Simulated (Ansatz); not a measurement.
SiNi:

```
CELL_PARAMETERS angstrom
5.17310 0.00000 0.00000
0.00000 3.33810 0.00000
0.00000 0.00000 5.60490
ATOMIC_POSITIONS crystal
Ni 0.99221 0.75000 0.81248
Ni 0.50779 0.25000 0.31248
Ni 0.49221 0.75000 0.68752
Ni 0.00779 0.25000 0.18752
Si 0.67872 0.25000 0.91750
Si 0.82128 0.75000 0.41750
Si 0.17872 0.25000 0.58250
Si 0.32128 0.75000 0.08250
```

* Program: Ansatz 0.2.0
* Task: relaxation of cell and atoms
* Functional: revPBE
* Potentials or basis: Ansatz PAW
* Cutoff: 420 eV (not typed: the program's choice for these potentials)
* k mesh: 5 × 8 × 5
* Occupations: fermi-dirac, width 0.05 eV
* Spin: collinear spin, ferromagnetic start
* Starting moments: [1.0, 1.0, 1.0, 1.0, 0.0, 0.0, 0.0, 0.0] μB

At the start: volume 12.10 Å³/atom.

Task: How do energy, volume and symmetry change on relaxing?

Result: It ends after 5 steps and the volume is 12.40 Å³/atom (+2.5 %); space group Pnma (No. 62, to 0.05 Å); moment 0.00 μB per cell.

Step by step:
| step | energy change (eV) | largest force (eV/Å) | volume (Å³) |
| --- | --- | --- | --- |
| 1 | 0.0000 | 0.0617 | 96.79 |
| 2 | -0.0377 | 0.0400 | 98.14 |
| 3 | -0.0460 | 0.0190 | 99.18 |
| 4 | -0.0461 | 0.0077 | 99.20 |
| 5 | -0.0468 | 0.0078 | 99.20 |

Final structure:
```xyz
8
Lattice="5.1534 0.0000 0.0000 0.0000 3.4151 0.0000 0.0000 0.0000 5.6366" Properties=species:S:1:pos:R:3 pbc="T T T"
Ni    5.1102    2.5614    4.5723
Ni    2.6199    0.8538    1.7540
Ni    2.5335    2.5614    3.8826
Ni    0.0432    0.8538    1.0643
Si    3.4972    0.8538    5.1558
Si    4.2330    2.5614    2.3375
Si    0.9205    0.8538    3.2990
Si    1.6562    2.5614    0.4808
```

The cell as given is a measured one (12.10 Å³/atom); revPBE puts the equilibrium volume +2.5 % from it, thermal expansion not counted.

Caveat: the plane-wave basis is chosen anew once the cell has moved, so the energies of steps on either side of that aren't comparable; the PAW data sets come from PBE, with cores solved anew for the run's functional, which leaves a small shift of forces and pressure; the starting moments weren't kept.
